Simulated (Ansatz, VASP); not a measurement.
# Mg2Ge2N in VASP and in Ansatz

INCAR

```
SYSTEM = Mg2Ge2N
PREC = Accurate
ENCUT = 520
EDIFF = 1E-6
ISMEAR = 0
SIGMA = 0.1
LREAL = .FALSE.
LASPH = .TRUE.
NELM = 80
ALGO = Normal
ISIF = 2
LWAVE = .FALSE.
LCHARG = .FALSE.
GGA = PE
NBANDS = 26
```

The input KPOINTS:

```
Automatic mesh
0
G
  6 6 6
  0 0 0
```

Contents of POSCAR:

```
Mg2Ge2N
1.0
   -1.9818049300      1.9818049300      4.9106023600
    1.9818049300     -1.9818049300      4.9106023600
    1.9818049300      1.9818049300     -4.9106023600
Mg Ge N
2 2 1
Direct
    0.7500000000      0.2500000000      0.5000000000
    0.2500000000      0.7500000000      0.5000000000
    0.3750000000      0.3750000000      0.0000000000
    0.6250000000      0.6250000000      0.0000000000
    0.0000000000      0.0000000000      0.0000000000
```

Input for Ansatz:

```yaml
crystal:
  lattice:
    - [-1.98180493, 1.98180493, 4.91060236]
    - [1.98180493, -1.98180493, 4.91060236]
    - [1.98180493, 1.98180493, -4.91060236]
  atoms:
    - { symbol: Mg, position: [0.75, 0.25, 0.5] }
    - { symbol: Mg, position: [0.25, 0.75, 0.5] }
    - { symbol: Ge, position: [0.375, 0.375, 0.0] }
    - { symbol: Ge, position: [0.625, 0.625, 0.0] }
    - { symbol: "N", position: [0.0, 0.0, 0.0] }
basis:
  ecutwfc: 420
kpoints:
  mp_grid: { grid: [6, 6, 6] }
hamiltonian:
  xc: pbe
scf:
  occupations: { method: gaussian, width: 0.1 }
  lower_state_search: "off"
output:
  forces: true
  stress: true
  eigenvalues: true
```

Change from the starting cell: species swapped into the YbGe2Rh2 type (I4/mmm, No. 139).

Alike in both runs: task single point; functional PBE; k mesh 6 × 6 × 6; occupations gaussian, width 0.1 eV; no spin polarisation.

|  | VASP | Ansatz |
| --- | --- | --- |
| version | VASP 6.6.1 | Ansatz 0.2.0 |
| potentials or method | VASP PAW PBE potentials, release 64 (Mg, Ge_d, N) | scalar-relativistic, plane waves, PAW |
| plane-wave cutoff (eV) | 520 | 420 |
| valence electrons in the cell | 37 | 53 |

Ansatz gave:

- gap on the k mesh at the Fermi level (eV): none
- rms of the force components (eV/Å): 2.156

Q: What did VASP give for the same quantities?

A: gap on the k mesh at the Fermi level (eV): none; rms of the force components (eV/Å): 2.169.

Atom by atom the forces differ by 0.013 eV/Å (rms over components). A gap of «none» marks a metal or a gap that the smearing closes. The functional is the same, so the differences come from potentials, cutoffs and numerics. The two sets of potentials don't hold the same shells in valence.

Caveats: the k mesh is coarse (spacing up to 0.37 Å⁻¹), so the values aren't converged; forces of over 1 eV/Å show positions far from the minimum, so gaps and moduli don't describe the material at rest.
